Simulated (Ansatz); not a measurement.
**GaSb: a line through an energy map**

One table from this session's results is given with a row withheld; the runs are named, their logs left out.

Computed with Ansatz 0.2.0 (DFT LDA, scalar-relativistic, plane waves, PAW, unless a step's input says otherwise).

1 further run of the same task is left out (set aside as unsound or not needed).

### The structure to begin with

The structure is orthorhombic, space group Immm (No. 71). The conventional cell has a = 3.152 Å, b = 5.011 Å, c = 5.608 Å, α = 90.00°, β = 90.00°, γ = 90.00°. Ga (site symmetry mmm) has 6 Sb at 2.80 to 2.96 Å and 2 Ga at 3.15 Å as nearest neighbours. Around Sb (site symmetry mmm) lie 6 Ga at 2.80 to 2.96 Å and 2 Sb at 3.15 Å.

Coordinates:

```
Ga Sb
1.0
    -1.57592    2.50554    2.80413
     1.57592   -2.50554    2.80413
     1.57592    2.50554   -2.80413
Ga Sb
1 1
Direct
  0.00000 0.00000 0.00000
  0.50000 0.50000 0.00000
```

It goes back to an entry of the Materials Project, which need not be the stable form.

This cell was relaxed beforehand with the same method: volume 22.14 Å³/atom, gap on the mesh none (metal).

### What is varied

The energy is mapped over two homogeneous strains (x along [1 0 0], y along [0 1 0], z along [0 0 1] of the conventional cell).

- strain +e along x and -e along y: 5 values from −4 to 4 %
- strain +e along z and -e/2 along x and y: 5 values from −15.0 to 15.0 %

Nothing else is relaxed (symmetry fixes all fractional coordinates). Energies count from the relaxed crystal. Points are written as (first, second).

Set-up of the first run:

The input, input.yaml:

```yaml
crystal:
  lattice:
    - [-1.7571470994, 2.5932349, 2.3835103098]
    - [1.7571470994, -2.5932349, 2.3835103098]
    - [1.7571470994, 2.5932349, -2.3835103098]
  atoms:
    - { symbol: Ga, position: [0.0, 0.0, 0.0] }
    - { symbol: Sb, position: [0.5, 0.5, 0.0] }
basis:
  ecutwfc: 420
kpoints:
  mp_grid: { grid: [16, 16, 16] }
hamiltonian:
  xc: lda
  pseudopotentials: { kind: paw, azcp: { folder: soft_1 } }
scf:
  occupations: { method: gaussian, width: 0.15 }
output:
  forces: true
  stress: true
  eigenvalues: true
```

Launch:

```
$ ansatz run input.yaml --threads 2 --pin off --max-ram 4096MiB --backend cpu --events-out ev --progress --plain --runs-dir out
```

Among the steps run: The run at (4 %, −15.0 %); The run at (4 %, −7.5 %); Grid point (4 %, 0.0 %); Point (4 %, 7.5 %); Grid point (4 %, 15.0 %).

One of the session's tables, all rows but one given; the rest of the session is left out.

```
strain +e along z and -e/2 along x and y (%)  energy (meV/atom)  slope (meV/atom per %)  pressure (GPa)
                                       −15.0                483                     −80            11.5
                                        −7.5                 98                     −28             2.6
                                         0.0                  ?                       ?               ?
                                         7.5                 86                      20             2.4
                                        15.0                302                      38             8.8
```

Q: Estimate the row for strain +e along z and -e/2 along x and y (%) = 0.0 from the others.

Worked estimate for «energy (meV/atom)». A straight line through the neighbours (−7.5, 98) and (7.5, 86) gives 98 + (86 − 98) × (0.0 − −7.5) / (7.5 − −7.5) = 92; a parabola fitted to 4 rows on both sides gives -8, of a sign that no row has.

As computed: energy (meV/atom): 6; slope (meV/atom per %): 1; pressure (GPa): 0.3. In «energy (meV/atom)» the line misses by +86 and the parabola by -14. The values bend between the rows more than so simple an estimate can follow.

Energies count from the relaxed crystal. Slopes come from the forces (and the stress, where the cell changes), not from differences of energies.

In words: Along the line the energy is lowest at 0.0 %, 6 meV/atom from the zero. Energies and slopes round the minimum, fitted together, put the minimum at −0.26 %, with a curvature of about 3 meV/atom per %². Divided by the reference volume, that is a stiffness of about 220 GPa for this pattern of strain. The well is lopsided: two grid steps out, the energy rises by 478 meV/atom towards smaller values and 296 meV/atom towards larger ones. The highest point computed, at −15.0 %, lies 478 meV/atom above the lowest. This is one cut through a surface in two coordinates; the map's lowest point lies off it. The runs treat Sb without spin-orbit coupling.

Limits of these values: Warnings in the runs' records: pseudo functional mismatch.
